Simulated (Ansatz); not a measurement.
# CuO (P4_2/mmc) in Ansatz: notebook

Aim: see how the results for CuO move with the level of theory and the settings. Levels: PBE, PBEsol, LDA. Tasks: relaxation of cell and atoms.

Program: Ansatz 0.2.0. These are calculated values, not measurements. Logs are shortened: lines on timing, memory, paths and dates and some standing lists are left out, and cuts for length are marked.

## (1) Starting point

It takes space group P4_2/mmc (No. 131, tetragonal). Conventional cell: a = 3.422 Å, b = 3.422 Å, c = 4.260 Å, α = 90.00°, β = 90.00°, γ = 90.00°. Cu (site symmetry mmm) has 4 O at 2.02 Å as nearest neighbours. Around O (site symmetry -4m2) lie 4 Cu at 2.02 Å and 2 O at 2.13 Å.

Measurements of this composition are mostly on another form, of space group No. 15.

## (2) Relaxation of cell and atoms, PBE

The input, input.yaml:

```yaml
crystal:
  lattice:
    - [3.42205097, 0.0, 0.0]
    - [0.0, 3.42205097, 0.0]
    - [0.0, 0.0, 4.26046148]
  atoms:
    - { symbol: Cu, position: [0.0, 0.5, 0.0] }
    - { symbol: Cu, position: [0.5, 0.0, 0.5] }
    - { symbol: O, position: [0.0, 0.0, 0.25] }
    - { symbol: O, position: [0.0, 0.0, 0.75] }
kpoints:
  mp_grid: { grid: [6, 6, 5] }
scf:
  occupations: { method: fermi_dirac, width: 0.05 }
hamiltonian:
  xc: pbe
  pseudopotentials: { kind: all_electron, lapw: { basis_error: 0.002 } }
output:
  forces: true
  stress: true
relax:
  f_tol: 0.005
  max_steps: 60
  cell: {}
```

Potentials or basis: all-electron LAPW, scalar-relativistic.

Command:

```bash
$ ansatz run input.yaml --threads 2 --pin off --max-ram 6144MiB --backend cpu --events-out ev --progress --plain --runs-dir out
```

Standard output:

```text
Warning: RAYON_NUM_THREADS=2 ignored (pool sized by the plan → 2); use --threads N
The last accepted step is kept in <dir> (removed where the run ends without a failure and the disk answers)
LAPW: plane waves up to 10.303 Å⁻¹, error target 2.0e-3 eV per atom; small_component_spin mean_spin; O in spheres of 0.876 Å, 8 of its electrons in bands, Dirac shells []; Cu in spheres of 1.079 Å, 19 of its electrons in bands, Dirac shells [] (how accurate: hamiltonian.pseudopotentials.lapw.basis_error, Limitations)
Engine: ansatz 0.2.0, aarch64-unknown-linux-gnu
Pseudopotentials: kind: all_electron
Pseudopotential: Cu, LAPW, valence charge 19, lapw/all_electron/scalar/gaussian/Cu, Koelling and Harmon's equation, gaussian nucleus
Pseudopotential: O, LAPW, valence charge 8, lapw/all_electron/scalar/gaussian/O, Koelling and Harmon's equation, gaussian nucleus
Functional definition: PBE
  parameter kappa = 0.804
  parameter beta = 0.06672455060314922
  exchange = pbe_x(kappa = kappa, mu = beta*pi^2/3)
  correlation = pbe_c(beta = beta)
Crystal: 4 atoms, lattice volume = 49.892 Å³
Basis set: ecut = 404.47333874763143 eV, 909 PW (Γ), exchange–correlation at level 2
Bands: 33, of which v1, the nominal top of the filled ones, is band 27 counted from 1 (26 counted from 0)
Symmetry: 16 space group operations
Space group: P42/mmc (ITA 131), of the structure as read, at distance tolerance 3.7e-5 Å
k-points: 30 of 180
Non-local potential: Cu, projectors of the file, none
Non-local potential: O, projectors of the file, none
Initial density: superposition of atomic densities (chi_scale 0.1, normalization cell, long waves kept (reshape's long-wave potential 0.01 eV rms))
Initial wavefunctions: plane waves of lowest kinetic energy (no species holds an atomic orbital)
Functional: x = pbe(κ = 0.804, μ = 0.2195149727645171), c = pbe(β = 0.06672455060314922)
iter 1 solved again at ethr=3.07e-2 eV; its pass at ethr=1.00e-1 eV (dr2=1.66e1 eV) is discarded
SCF iter   1: F=—  HF=-94168.011977 eV  |F-HF|=—  |Δ(HF+E_count)|=         —  Δρ=1.62e-1  dr2=1.66e1  ethr=3.07e-2  ⟨swp⟩=2.0  Hψ=6143  notcnv=0
preconditioner: auto → LDOS  [metal: Δε(μ)=0.046 eV  Ē_g=10.679 eV  σ=0.050 eV  W_gap=0.23  n_scr=18 (ndim 8)  ℏωp=30.7 eV  f_vac=0.095  D(μ)=2.37/eV (n_scr^D=18)  β→1.0]
iter 2 solved again at ethr=6.99e-4 eV; its pass at ethr=3.07e-2 eV (dr2=3.78e-1 eV) is discarded
SCF iter   2: F=—  HF=-94161.871498 eV  |F-HF|=—  |Δ(HF+E_count)|=    6.14e0  Δρ=3.13e-2  dr2=3.77e-1  ethr=6.99e-4  ⟨swp⟩=2.0  Hψ=5156  notcnv=0
SCF iter   3: F=—  HF=-94162.063183 eV  |F-HF|=—  |Δ(HF+E_count)|=   1.92e-1  Δρ=2.50e-2  dr2=3.39e-1  ethr=6.98e-4  ⟨swp⟩=3.0  Hψ=3573  notcnv=0
SCF iter   4: F=—  HF=-94161.338238 eV  |F-HF|=—  |Δ(HF+E_count)|=   7.25e-1  Δρ=1.06e-2  dr2=5.89e-2  ethr=6.27e-4  ⟨swp⟩=2.0  Hψ=3031  notcnv=0
SCF iter   5: F=—  HF=-94161.218038 eV  |F-HF|=—  |Δ(HF+E_count)|=         —  Δρ=2.36e-3  dr2=3.11e-3  ethr=1.09e-4  ⟨swp⟩=2.4  Hψ=2990  notcnv=0
the basis was enlarged: its passes take 383.6 KiB over the memory plan, 2 of 2 planned eigensolver slots
SCF iter   6: F=—  HF=-94161.211688 eV  |F-HF|=—  |Δ(HF+E_count)|=   6.35e-3  Δρ=5.17e-4  dr2=1.38e-4  ethr=5.76e-6  ⟨swp⟩=3.0  Hψ=2919  notcnv=0
SCF iter   7: F=—  HF=-94161.211524 eV  |F-HF|=—  |Δ(HF+E_count)|=   1.64e-4  Δρ=8.69e-5  dr2=4.25e-6  ethr=2.55e-7  ⟨swp⟩=2.1  Hψ=2862  notcnv=0
SCF iter   8: F=—  HF=-94161.211523 eV  |F-HF|=—  |Δ(HF+E_count)|=   1.14e-6  Δρ=1.52e-5  dr2=1.15e-7  ethr=7.87e-9  ⟨swp⟩=2.2  Hψ=2866  notcnv=0
SCF iter   9: F=-94161.211523 eV  HF=-94161.211523 eV  |F-HF|=3.33e-9  |Δ(HF+E_count)|=   6.42e-8  Δρ=2.00e-6  dr2=2.14e-9  ethr=2.13e-10  ⟨swp⟩=2.0  Hψ=2859  notcnv=0
SCF 1 converged in 9 iterations: F = -94161.211523 eV  dr2 = 2.14e-9
relax step   1: F+E_penalty+E_count = -94161.21152255 eV  Δ(F+E_penalty+E_count) = +0.000e0 eV  max|allowed force component| = 4.770e-18 eV/Å  Δτ_max = 0.0000 Å  P = -2.823 GPa  Ω = 49.892 Å³  (9 SCF iters, accepted)
Crystal: 4 atoms, lattice volume = 49.435 Å³
Basis set: ecut = 406.9632336403416 eV, 909 PW (Γ), exchange–correlation at level 2
Initial density: handed on by an earlier stage of this run
Initial wavefunctions: those handed on with the density
iter 1 solved again at ethr=1.69e-4 eV; its pass at ethr=1.00e-1 eV (dr2=9.13e-2 eV) is discarded
SCF iter   1: F=—  HF=-94161.789201 eV  |F-HF|=—  |Δ(HF+E_count)|=         —  Δρ=1.28e-2  dr2=9.18e-2  ethr=1.69e-4  ⟨swp⟩=3.0  Hψ=5573  notcnv=0
[... 73 lines left out ...]
preconditioner: auto → LDOS  [metal: Δε(μ)=0.085 eV  Ē_g=11.984 eV  σ=0.050 eV  W_gap=0.40  n_scr=16 (ndim 8)  ℏωp=32.3 eV  f_vac=0.081  D(μ)=2.16/eV (n_scr^D=16)  β→1.0]
iter 2 solved again at ethr=1.90e-10 eV; its pass at ethr=5.90e-9 eV (dr2=1.02e-7 eV) is discarded
SCF iter   2: F=—  HF=-94162.702816 eV  |F-HF|=—  |Δ(HF+E_count)|=   2.35e-4  Δρ=2.10e-5  dr2=1.02e-7  ethr=1.90e-10  ⟨swp⟩=2.0  Hψ=5403  notcnv=0
SCF iter   3: F=—  HF=-94162.702816 eV  |F-HF|=—  |Δ(HF+E_count)|=   1.95e-7  Δρ=1.33e-5  dr2=7.86e-8  ethr=1.90e-10  ⟨swp⟩=3.0  Hψ=3382  notcnv=0
SCF iter   4: F=-94162.702816 eV  HF=-94162.702816 eV  |F-HF|=5.44e-8  |Δ(HF+E_count)|=   5.90e-8  Δρ=5.19e-6  dr2=1.22e-8  ethr=1.46e-10  ⟨swp⟩=2.6  Hψ=2888  notcnv=0
SCF 8 converged in 4 iterations: F = -94162.702816 eV  dr2 = 1.22e-8
relax step   8: F+E_penalty+E_count = -94162.70281627 eV  Δ(F+E_penalty+E_count) = -1.375e-2 eV  max|allowed force component| = 2.082e-17 eV/Å  Δτ_max = 0.0000 Å  P = -0.040 GPa  Ω = 44.864 Å³  stress off target by 4.00e-1 GPa  SCF on the basis re-selected at this cell (its energy is not comparable with the rows above)  (4 SCF iters)
basis re-selected at this cell: Δ(F+E_penalty+E_count) = -1.375e-2 eV, ΔP = -0.035 GPa vs the last step (what re-selecting the basis moved, after the strain that the cell walked since its last selection, with what the two solves' SCF thresholds leave and, on support functions, any second-order correction that the steps lacked; it is no measure of the basis error at this ecutwfc). The dense FFT grid was sized anew with the basis: this SCF ran on 24×24×36 points, the steps before it on 24×24×30, so part of this shift can come from that change (see relax.cell in the input reference). This SCF's stress stands 4.00e-1 GPa from its target on what of the cell is left free (relax.cell.stress_tol is 5.00e-2 GPa) and its largest allowed force component is 2.08e-17 eV/Å (relax.f_tol is 5.00e-3 eV/Å): not within both, so this SCF does not close the relaxation
Crystal: 4 atoms, lattice volume = 44.802 Å³
Basis set: ecut = 434.55384980134517 eV, 881 PW (Γ), exchange–correlation at level 2
iter 1 solved again at ethr=1.29e-8 eV; its pass at ethr=1.00e-1 eV (dr2=6.99e-6 eV) is discarded
SCF iter   1: F=—  HF=-94162.703130 eV  |F-HF|=—  |Δ(HF+E_count)|=         —  Δρ=1.83e-4  dr2=1.14e-5  ethr=1.29e-8  ⟨swp⟩=5.1  Hψ=6435  notcnv=0
preconditioner: auto → LDOS  [metal: Δε(μ)=0.075 eV  Ē_g=11.992 eV  σ=0.050 eV  W_gap=0.35  n_scr=16 (ndim 8)  ℏωp=32.3 eV  f_vac=0.079  D(μ)=2.21/eV (n_scr^D=16)  β→1.0]
SCF iter   2: F=—  HF=-94162.703127 eV  |F-HF|=—  |Δ(HF+E_count)|=   2.88e-6  Δρ=5.38e-5  dr2=7.51e-7  ethr=1.29e-8  ⟨swp⟩=3.0  Hψ=3100  notcnv=0
SCF iter   3: F=—  HF=-94162.703126 eV  |F-HF|=—  |Δ(HF+E_count)|=   2.06e-7  Δρ=1.68e-5  dr2=1.24e-7  ethr=1.39e-9  ⟨swp⟩=2.1  Hψ=2863  notcnv=0
SCF iter   4: F=—  HF=-94162.703126 eV  |F-HF|=—  |Δ(HF+E_count)|=   4.89e-8  Δρ=1.25e-5  dr2=9.21e-8  ethr=2.30e-10  ⟨swp⟩=3.0  Hψ=3075  notcnv=0
iter 5 solved again at ethr=9.85e-12 eV; its pass at ethr=1.70e-10 eV (dr2=5.32e-9 eV) is discarded
SCF iter   5: F=-94162.703126 eV  HF=-94162.703126 eV  |F-HF|=8.08e-9  |Δ(HF+E_count)|=   9.21e-8  Δρ=3.51e-6  dr2=5.31e-9  ethr=9.85e-12  ⟨swp⟩=2.0  Hψ=4882  notcnv=0
SCF 9 converged in 5 iterations: F = -94162.703126 eV  dr2 = 5.31e-9
relax step   9: F+E_penalty+E_count = -94162.70312631 eV  Δ(F+E_penalty+E_count) = -3.100e-4 eV  max|allowed force component| = 2.958e-31 eV/Å  Δτ_max = 0.0000 Å  P = -0.009 GPa  Ω = 44.802 Å³  (5 SCF iters, accepted)
Basis set: ecut = 434.55384980134517 eV, 889 PW (Γ), exchange–correlation at level 2
iter 1 solved again at ethr=2.36e-11 eV; its pass at ethr=1.00e-1 eV (dr2=1.28e-8 eV) is discarded
SCF iter   1: F=—  HF=-94162.703114 eV  |F-HF|=—  |Δ(HF+E_count)|=         —  Δρ=2.30e-5  dr2=1.07e-8  ethr=2.36e-11  ⟨swp⟩=4.9  Hψ=6372  notcnv=0  reapply=12
preconditioner: auto → LDOS  [metal: Δε(μ)=0.076 eV  Ē_g=11.992 eV  σ=0.050 eV  W_gap=0.36  n_scr=16 (ndim 8)  ℏωp=32.3 eV  f_vac=0.080  D(μ)=2.21/eV (n_scr^D=16)  β→1.0]
iter 2 solved again at ethr=1.88e-12 eV; its pass at ethr=1.98e-11 eV (dr2=1.01e-9 eV) is discarded
SCF iter   2: F=-94162.703119 eV  HF=-94162.703119 eV  |F-HF|=2.82e-9  |Δ(HF+E_count)|=   4.54e-6  Δρ=1.37e-6  dr2=1.01e-9  ethr=7.49e-12 (applied; sched 1.88e-12)  ⟨swp⟩=2.0  Hψ=5228  notcnv=0
SCF 10 converged in 2 iterations: F = -94162.703119 eV  dr2 = 1.01e-9
relax step  10: F+E_penalty+E_count = -94162.70311858 eV  Δ(F+E_penalty+E_count) = +7.737e-6 eV  max|allowed force component| = 3.816e-17 eV/Å  Δτ_max = 0.0000 Å  P = -0.010 GPa  Ω = 44.802 Å³  stress off target by 2.57e-2 GPa  SCF on the basis re-selected at this cell (its energy is not comparable with the rows above)  (2 SCF iters)
basis re-selected at this cell: Δ(F+E_penalty+E_count) = +7.737e-6 eV, ΔP = -0.000 GPa vs the last step (what re-selecting the basis moved, after the strain that the cell walked since its last selection, with what the two solves' SCF thresholds leave and, on support functions, any second-order correction that the steps lacked; it is no measure of the basis error at this ecutwfc). This SCF's stress stands 2.57e-2 GPa from its target on what of the cell is left free (relax.cell.stress_tol is 5.00e-2 GPa) and its largest allowed force component is 3.82e-17 eV/Å (relax.f_tol is 5.00e-3 eV/Å): within both
SCF converged after 2 iterations
Free energy (F): -94162.703119 eV
Harris-Foulkes:  -94162.703119 eV  (|F-HF|=2.82e-9)
Internal energy: -94162.684896 eV  (E = F + TS)
E sigma→0 (E₀):  -94162.694007 eV
Entropy (-TS):   -0.018223 eV (-4.556 meV/atom)
Fermi energy:    10.625701 eV
--- Per-component energies (eV) ---
  E_band       = -2921.784031
  E_kinetic    = 95703.879379
  E_xc         = -4142.858905
  E_electrostatic = -185723.705369  (all electrons and nuclei)
  E_smearing   = -0.018223  (= −TS)
  E_closure    = 0.000000  (closes the sum)
  E_atoms      = -94142.871920  (free atoms, spherical and without spin; not in F)
  Σ components = -94162.703119   (vs F -94162.703119, Δ=0.00e0)
  Basis errors (estimates in eV, not in F): energy 9.2e-4 per atom: plane waves 8.3e-4 (5.1e-4 summed), levels above the bands 9.6e-93, relativity 8.7e-8, radial functions 8.5e-5, core shells 1.9e-8; eigenvalues (radial functions only) 7.2e-6; not estimated: angular momenta, meshes, grids; target (lapw.basis_error) 2.0e-3; muffin-tin radii O 0.845 Å, Cu 1.041 Å
--- Forces (eV/Å), atoms counted from 1 ---
  atom   1  Cu    -0.00000000     0.00000000     0.00000000
  atom   2  Cu     0.00000000     0.00000000     0.00000000
  atom   3  O      0.00000000     0.00000000     0.00000000
  atom   4  O      0.00000000     0.00000000    -0.00000000
  max |Σ_I F_I| component: 4.16e-17 eV/Å
--- Stress (GPa, compression-positive) ---
       -0.025654       0.000000       0.000000
        0.000000      -0.025654       0.000000
        0.000000       0.000000       0.022776
  P = ⅓ Tr σ = -0.0095 GPa (-0.095 kbar)
--- Relaxed structure (8 steps of the walk, 8 accepted, 2 SCFs on fresh bases) ---
  F+E_penalty+E_count = -94162.70311858 eV   max|allowed force component| = 3.816e-17 eV/Å   (the final SCF, on the basis selected at the relaxed cell)
  cell:  # Å, volume = 44.8022 Å³
    - [2.9496011282463406, 7.63659517873859e-34, 0.0]
    - [4.755388939141247e-35, 2.9496011282463406, 0.0]
    - [0.0, 0.0, 5.149587674861521]
  atoms:
    - { symbol: Cu, position: [-4.5870390303217775e-34, 0.5, -8.26398899769636e-35] }
    - { symbol: Cu, position: [0.5, 4.8145772712219954e-35, 0.5] }
    - { symbol: O, position: [2.2984659986587195e-34, 2.0885152546396785e-35, 0.25] }
    - { symbol: O, position: [2.2984659986587195e-34, 2.0885152546396785e-35, 0.75] }
```

Run time: 67 s. Hardware: 2 threads of Arm Neoverse V1, shared host; peak memory 0.42 GiB.

Results:

```
Free energy                            : -94162.7031 eV
Relaxed volume                         : 11.20 Å³/atom
Relaxed cell                           : a = 2.950 Å, b = 2.950 Å, c = 5.150 Å, α = 90.00°, β = 90.00°, γ = 90.00°
Space group after relaxing (to 0.05 Å) : P4_2/mmc (No. 131)
Energy gained by relaxing              : 372.9 meV/atom
Ionic steps                            : 10
Pressure after relaxing                : 0.0 GPa
```

Step by step:
| step | energy change (eV) | largest force (eV/Å) | volume (Å³) |
| --- | --- | --- | --- |
| 1 | 0.0000 | 0.0000 | 49.89 |
| 2 | -0.5444 | 0.0000 | 49.43 |
| 3 | -1.0917 | 0.0000 | 46.49 |
| 4 | -1.3532 | 0.0000 | 45.92 |
| 5 | -1.4710 | 0.0000 | 44.66 |
| 6 | -1.4775 | 0.0000 | 44.85 |
| 7 | -1.4775 | 0.0000 | 44.86 |
| 8 | -1.4913 | 0.0000 | 44.86 |
| 9 | -1.4916 | 0.0000 | 44.80 |
| 10 | -1.4916 | 0.0000 | 44.80 |

Final structure:
```
CELL_PARAMETERS angstrom
2.94960 0.00000 0.00000
0.00000 2.94960 0.00000
0.00000 0.00000 5.14959
ATOMIC_POSITIONS crystal
Cu 0.00000 0.50000 0.00000
Cu 0.50000 0.00000 0.50000
O 0.00000 0.00000 0.25000
O 0.00000 0.00000 0.75000
```

Caveat: the k mesh is thin for a metal, which can move the energy by tens of meV per atom; the run has no spin polarisation, though such a crystal can be magnetic.

## (3) Relaxation of cell and atoms, PBEsol

Edit input.yaml of step 2 so:

```diff
@@ -15,3 +15,3 @@
 hamiltonian:
-  xc: pbe
+  xc: pbesol
   pseudopotentials: { kind: all_electron, lapw: { basis_error: 0.002 } }
```

Potentials or basis: all-electron LAPW, scalar-relativistic.

Command:

```bash
$ ansatz run input.yaml --threads 2 --pin off --max-ram 6144MiB --backend cpu --events-out ev --progress --plain --runs-dir out
```

It took 67 s on 2 threads of Arm Neoverse V1, shared host; peak memory 0.42 GiB.

It converged, with:

```yaml
Free_energy: -94076.7266 eV
Relaxed_volume: 10.67 Å³/atom
Relaxed_cell: a = 2.895 Å, b = 2.895 Å, c = 5.091 Å, α = 90.00°, β = 90.00°, γ = 90.00°
Space_group_after_relaxing_to_0.05_Å: P4_2/mmc (No. 131)
Energy_gained_by_relaxing: 413.7 meV/atom
Ionic_steps: 10
Pressure_after_relaxing: 0.0 GPa
```

Step by step:
```csv
step,energy change (eV),largest force (eV/Å),volume (Å³)
1,0.0000,0.0000,49.89
2,-0.6761,0.0000,48.41
3,-1.2159,0.0000,44.72
4,-1.4943,0.0000,44.18
5,-1.6321,0.0000,42.87
6,-1.6396,0.0000,42.71
7,-1.6396,0.0000,42.73
8,-1.6545,0.0000,42.73
9,-1.6549,0.0000,42.66
10,-1.6548,0.0000,42.66
```

Final structure:
```cif
data_structure
_symmetry_space_group_name_H-M 'P 1'
_symmetry_Int_Tables_number 1
_cell_length_a 2.8948
_cell_length_b 2.8948
_cell_length_c 5.0911
_cell_angle_alpha 90.000
_cell_angle_beta 90.000
_cell_angle_gamma 90.000
_cell_volume 42.66
loop_
_atom_site_label
_atom_site_type_symbol
_atom_site_fract_x
_atom_site_fract_y
_atom_site_fract_z
_atom_site_occupancy
Cu1 Cu 0.00000 0.50000 0.00000 1
Cu2 Cu 0.50000 0.00000 0.50000 1
O1 O 0.00000 0.00000 0.25000 1
O2 O 0.00000 0.00000 0.75000 1
```

Caveat: the k mesh is thin for a metal, which can move the energy by tens of meV per atom; the run has no spin polarisation, though such a crystal can be magnetic.

(Part 1 of 2 ends here.)
